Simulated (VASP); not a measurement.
# Si (Fd-3m) in VASP: a series of runs, part 2 of 3

VASP 6.6.1. The steps go on from the part before.

**4. Single point, LDA (volume scaled by 0.98)**

Contents of INCAR:

```
ALGO     = Normal         # electronic algorithm
EDIFF    = 1E-6           # SCF threshold, eV
ENCUT    = 520            # plane-wave cutoff, eV
GGA      = CA             # functional
ISIF     = 2              # what is computed and relaxed
ISMEAR   = -1             # smearing method
LASPH    = T              # aspherical terms in the spheres
LCHARG   = F              # write CHGCAR
LREAL    = F              # projectors in reciprocal space
LWAVE    = F              # write WAVECAR
NBANDS   = 11             # bands
NELM     = 80             # most SCF steps
PREC     = Accurate       # precision mode
SIGMA    = 0.15           # smearing width, eV
```

Contents of KPOINTS:

```
k-points
0
Gamma
  8 8 8
```

Contents of POSCAR:

```
Si
1.0
    0.0000000000      2.7035831784      2.7035831784
    2.7035831784      0.0000000000      2.7035831784
    2.7035831784      2.7035831784      0.0000000000
Si
2
Direct
    0.5000000000      0.5000000000      0.5000000000
    0.7500000000      0.7500000000      0.7500000000
```

Potentials or basis: VASP PAW LDA potentials, release 64 (Si).

Command:

```console
> cat potpaw_LDA.64/Si/POTCAR > POTCAR
> mpirun -np 1 vasp_std > vasp.out
```

OUTCAR:

```text
EDIFF = 1E-6
   ENCUT = 520
   GGA = CA
   ISIF = 2
   ISMEAR = -1
   LASPH = T
   LREAL = F
   NELM = 80
   PREC = Accurate

 ion  position               nearest neighbor table
   1  0.500  0.500  0.500-   2 2.34   2 2.34   2 2.34   2 2.34
   2  0.750  0.750  0.750-   1 2.34   1 2.34   1 2.34   1 2.34

  LATTYP: Found a face centered cubic cell.
 ALAT       =     5.4071663568

  Lattice vectors:

 A1 = (   0.0000000000,   2.7035831784,   2.7035831784)
 A2 = (   2.7035831784,   0.0000000000,   2.7035831784)
 A3 = (   2.7035831784,   2.7035831784,   0.0000000000)

Analysis of symmetry for initial positions (statically):
=====================================================================
 Subroutine PRICEL returns:
 Original cell was already a primitive cell.

 Routine SETGRP: Setting up the symmetry group for a
 face centered cubic supercell.

 Subroutine GETGRP returns: Found 48 space group operations
 (whereof 24 operations were pure point group operations)
 out of a pool of 48 trial point group operations.

The static configuration has the point symmetry T_d .
 The point group associated with its full space group is O_h .

Analysis of symmetry for dynamics (positions and initial velocities):
=====================================================================
 Subroutine PRICEL returns:
 Original cell was already a primitive cell.

 Routine SETGRP: Setting up the symmetry group for a
 face centered cubic supercell.

 Subroutine GETGRP returns: Found 48 space group operations
 (whereof 24 operations were pure point group operations)
 out of a pool of 48 trial point group operations.

The dynamic configuration has the point symmetry T_d .
 The point group associated with its full space group is O_h .

 Subroutine INISYM returns: Found 48 space group operations
 (whereof 24 operations are pure point group operations),
 and found     1 'primitive' translations

----------------------------------------------------------------------------------------

[... 119 lines left out ...]
   AEXX    =    0.0000 exact exchange contribution
   IVDW    =     0    specifies the selected vdW correction
   LEPSILON=     F    determine dielectric tensor
   LRPA    =     F    only Hartree local field effects (RPA)
 non-spin polarized calculation
  energy-cutoff  :      520.00
  volume of cell :       39.52
 maximum number of plane-waves:      1090
   NGX = 15   NGY = 15   NGZ = 15

 number of electron       8.0000001 magnetization

 Free energy of the ion-electron system (eV)
  ---------------------------------------------------
  ext. energy  EPLUGINS =         0.00000000
  ---------------------------------------------------
  free energy    TOTEN  =       -11.91767490 eV

  energy without entropy =      -11.90976606  energy(sigma->0) =      -11.91372048

 E-fermi :   6.0986     XC(G=0):  -9.6554

 val. band max:        5.9013482585   @ k =   0.0000   0.0000   0.0000
 cond. band min:       6.3976824701   @ k =   0.3750   0.3750   0.0000
 fundamental gap:      0.4963342116
 Fermi energy:         6.0986425507

 k-point     1 :       0.0000    0.0000    0.0000
  band No.  band energies     occupation
      1      -6.1446      2.00000
      2       5.9013      1.57680
      3       5.9013      1.57680
      4       5.9013      1.57680
      5       8.4320      0.00000
      6       8.4320      0.00000
      7       8.4320      0.00000
      8       9.2601      0.00000
      9      13.6360      0.00000
     10      13.6369      0.00000
     11      13.6369      0.00000
[... 309 lines left out ...]
 k-point    24 :      -0.3750    0.2500    0.1250
  band No.  band energies     occupation
      1      -3.2302      2.00000
      2      -0.9439      2.00000
      3       2.3949      2.00000
      4       3.7069      2.00000
      5       8.9168      0.00000
      6       8.9450      0.00000
      7      11.7862      0.00000
      8      12.9636      0.00000
      9      13.2581      0.00000
     10      16.4265      0.00000
     11      17.5759      0.00000

 [... further k-points ...]

------------------------ aborting loop because EDIFF is reached ----------------------------------------

  FORCE on cell =-STRESS in cart. coord.  units (eV):
  Direction    XX          YY          ZZ          XY          YZ          ZX
  --------------------------------------------------------------------------------------
  -------------------------------------------------------------------------------------
  Total       -0.0653709     -0.0653709     -0.0653709      0.0000000      0.0000000     -0.0000000
  in kB       -2.6499984     -2.6499984     -2.6499984      0.0000000      0.0000000     -0.0000000
  external PRESSURE =      -2.6499984 kB  Pullay stress =       0.0000000 kB

 VOLUME and BASIS-vectors are now :
 -----------------------------------------------------------------------------
  energy-cutoff  :      520.00
  volume of cell :       39.52
      direct lattice vectors                 reciprocal lattice vectors
     0.000000000  2.703583178  2.703583178    -0.184939751  0.184939751  0.184939751
     2.703583178  0.000000000  2.703583178     0.184939751 -0.184939751  0.184939751
     2.703583178  2.703583178  0.000000000     0.184939751  0.184939751 -0.184939751

 POSITION                                       TOTAL-FORCE (eV/Angst)
 -----------------------------------------------------------------------------------
      2.70358      2.70358      2.70358         0.000000      0.000000      0.000000
      4.05537      4.05537      4.05537        -0.000000     -0.000000     -0.000000
 -----------------------------------------------------------------------------------
    total drift:                               -0.000000      0.000000     -0.000000

  FREE ENERGIE OF THE ION-ELECTRON SYSTEM (eV)
  ---------------------------------------------------
  free  energy   TOTEN  =       -11.9176749046 eV

  energy  without entropy=      -11.9097660574  energy(sigma->0) =      -11.91372048
```

stdout:

```text
POSCAR found type information on POSCAR Si
 POSCAR found :  1 types and       2 ions
 scaLAPACK will be used
 LDA part: xc-table for (Slater(with rela. corr.)+CA(PZ))
 , standard interpolation
 POSCAR, INCAR and KPOINTS ok, starting setup
 FFT: planning ... GRIDC
 FFT: planning ... GRID_SOFT
 FFT: planning ... GRID
 WAVECAR not read
 entering main loop
```

It took 6.6 s on 1 thread of Intel Xeon 6975P-C (Granite Rapids), shared host; peak memory 0.13 GiB.

Results:

```yaml
Free_energy: -11.9177 eV
Pressure: -0.3 GPa
Band_gap_on_the_k_mesh: 0.50 eV, indirect (least direct gap 2.53 eV)
```

**5. Single point, PBE**

Contents of INCAR:

```
SYSTEM = Si
ALGO = Normal ; EDIFF = 1E-6
ENCUT = 520 ; GGA = PE
ISIF = 2 ; ISMEAR = -1
LASPH = .True. ; LCHARG = .True.
LELF = .True. ; LREAL = .False.
LVHAR = .True. ; LWAVE = .False.
NBANDS = 11 ; NELM = 80
PREC = Accurate ; SIGMA = 0.03
```

Contents of KPOINTS:

```
k-points
0
Gamma
  3 3 3
  0 0 0
```

Contents of POSCAR:

```
Si
1.0
    0.0000000000      2.7218511865      2.7218511865
    2.7218511865      0.0000000000      2.7218511865
    2.7218511865      2.7218511865      0.0000000000
Si
2
Direct
    0.5000000000      0.5000000000      0.5000000000
    0.7500000000      0.7500000000      0.7500000000
```

Potentials or basis: VASP PAW PBE potentials, release 64 (Si).

Command:

```console
> cat potpaw_PBE.64/Si/POTCAR > POTCAR
> mpirun -np 1 vasp_std > vasp.out
```

It took 2.6 s on 1 thread of Intel Xeon 6975P-C (Granite Rapids), shared host; peak memory 0.15 GiB.

The run converged. Its results:

```yaml
Free_energy: -10.2334 eV
Pressure: 3.2 GPa
Band_gap_on_the_k_mesh: 0.70 eV, indirect (least direct gap 2.52 eV)
```

Levels at points of the mesh, in eV from the valence-band top:
```csv
k point,band 2,band 3,band 4,band 5,band 6,band 7
"(0.00, 0.00, 0.00)",0.00,0.00,0.00,2.52,2.52,2.52
```

Caveat: the k mesh is coarse (spacing up to 0.67 Å⁻¹), so the values aren't converged; an odd mesh through Γ misses points on the zone boundary, where band edges often lie.

(Continued in part 3 of 3.)
